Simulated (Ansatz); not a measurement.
## LiBr: relaxation of cell and atoms

Method: Ansatz 0.2.0, DFT, PBE, PAW with Ansatz's default frozen-core files, scalar-relativistic.

Command: `ansatz run input.yaml --threads 1 --pin off --max-ram 2048MiB --backend cpu --events-out ev --progress --plain --runs-dir out` The run took about 4.4 s on 1 thread of a shared machine.

```yaml
crystal:
  lattice:
    - [0.0, 2.8221272026, 2.8221272026]
    - [2.8221272026, 0.0, 2.8221272026]
    - [2.8221272026, 2.8221272026, 0.0]
  atoms:
    - { symbol: Li, position: [0.0, 0.0, 0.0] }
    - { symbol: Br, position: [0.5, 0.5, 0.5] }
kpoints:
  mp_grid: { grid: [8, 8, 8] }
scf:
  occupations: { method: fermi_dirac, width: 0.02 }
hamiltonian:
  xc: pbe
  pseudopotentials: { kind: paw }
output:
  forces: true
  stress: true
  efg: { contact_densities: true }
  write_density: true
  write_potential: true
  elf: true
  volumetric_format: npy
relax:
  f_tol: 0.005
  max_steps: 80
  cell: {}
```

The geometry is COD entry 9008664, unchecked; take it as a test cell. The listed cell was then made from it by scaling, straining or moving an atom.

The cutoff is 420 eV; energies and pressures of the walk include the program's estimate of the Pulay term.

Each frame lists the cell vectors (Å), then Cartesian positions (Å); symmetry keeps all forces zero. Free energies count from the first step, -2990.9431 eV.

The walk took 4 evaluations in all; steps that aren't listed are left out.

Step 1: E = 0.0 meV, P = -1.58 GPa

```
cell 0.0000 2.8221 2.8221 2.8221 0.0000 2.8221 2.8221 2.8221 0.0000
Li    0.0000    0.0000    0.0000
Br    2.8221    2.8221    2.8221
```

Step 2: E = -16.5 meV, P = -0.06 GPa

```
cell 0.0000 2.7574 2.7574 2.7574 0.0000 2.7574 2.7574 2.7574 0.0000
Li    0.0000    0.0000    0.0000
Br    2.7574    2.7574    2.7574
```

Q: How does the relaxation end?

A: It converges, with a = 5.510 Å, b = 5.510 Å, c = 5.510 Å, α = 90.00°, β = 90.00°, γ = 90.00° (conventional cell, space group Fm-3m). The last solve (on a basis chosen afresh for the final cell, so its energy is not quite comparable) gives E = -16.3 meV, P = 0.01 GPa:
```
cell 0.0000 2.7551 2.7551 2.7551 0.0000 2.7551 2.7551 2.7551 0.0000
Li    0.0000    0.0000    0.0000
Br    2.7551    2.7551    2.7551
```
